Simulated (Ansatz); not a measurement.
**CuI: the band gap up the ladder of functionals**

One table from this session's results is given with a row withheld; the runs are named, their logs left out.

Code: Ansatz 0.2.0. PAW datasets, plane waves. The values are computed, spin-unpolarised, and not measurements.

**The cell**

The cell was relaxed beforehand with r2SCAN.

It is cubic, F-43m (No. 216); conventional cell a = 6.024 Å, 27.33 Å³ an atom. Cu has 4 I at 2.61 Å; I has 4 Cu at 2.61 Å.

Coordinates:

```xyz
2
Lattice="0.0000 3.0120 3.0120 3.0120 0.0000 3.0120 3.0120 3.0120 0.0000" Properties=species:S:1:pos:R:3 pbc="T T T"
Cu    0.0000    0.0000    0.0000
I     1.5060    1.5060    1.5060
```

The first run:

The input, input.yaml:

```yaml
crystal:
  lattice:
    - [0.0, 3.012028947, 3.012028947]
    - [3.012028947, 0.0, 3.012028947]
    - [3.012028947, 3.012028947, 0.0]
  atoms:
    - { symbol: Cu, position: [0.0, 0.0, 0.0] }
    - { symbol: I, position: [0.25, 0.25, 0.25] }
kpoints:
  mp_grid: { grid: [8, 8, 8] }
  band_path:
    path:
      - [[0.0, 0.0, 0.0], [-0.5, -0.5, 5.322179315639e-17], [-0.375, -0.375, 0.25]]
      - [[-0.375, 3.148751201212e-17, 0.375], [0.0, 0.0, 0.0], [-6.160884937712e-17, 9.07014354429e-18, 0.5], [-0.5, -0.25, 0.25], [-0.5, -0.5, 5.322179315639e-17]]
    npoints: 10
hamiltonian:
  xc: pbe
scf:
  occupations: { method: fermi_dirac, width: 0.02 }
  n_extra_bands: 4
output:
  forces: true
  stress: true
  eigenvalues: true
```

Command:

```console
> ansatz run input.yaml --threads 4 --pin off --max-ram 7372MiB --backend cpu --events-out ev --progress --plain --runs-dir out
```

Steps of the session up to this table: PBE band path; r2SCAN at the same geometry; Single point with HSE06; Single point with PBE+SOC; PBE0 at the same geometry; Single point with LDA; DDH-PBE0 at the same geometry; HSE06+SOC; Single point with LC-ωPBE; Single point with r2SCANh.

One of the session's tables, all rows but one given; the rest of the session is left out.

```
    level  gap (eV)
      PBE         ?
   r2SCAN      1.67
    HSE06      2.67
  PBE+SOC      1.01
     PBE0      3.33
      LDA      0.99
 DDH-PBE0      2.51
HSE06+SOC      2.46
  LC-ωPBE      7.34
  r2SCANh      2.47
```

**Question.** Estimate the row for PBE.

As computed: gap (eV): 1.17. In the column «gap (eV)» it lies between PBE+SOC (1.01) and r2SCAN (1.67).

Meshes: PBE 8×8×8, r2SCAN 8×8×8, HSE06 6×6×6, PBE+SOC 8×8×8, PBE0 6×6×6, LDA 8×8×8, DDH-PBE0 6×6×6, HSE06+SOC 4×4×4, LC-ωPBE 6×6×6, r2SCANh 6×6×6.

The gap runs from 0.99 eV (LDA) to 7.34 eV (LC-ωPBE). Against HSE06, PBE is short by 1.50 eV, at 44 % of it, and r2SCAN 62 %. PBE0 lies 0.66 eV above HSE06, which differs from it by screening the long-range exchange.

Caveats from the session: Warnings in the runs' records: stress exchange threshold loose, stress scf threshold loose.
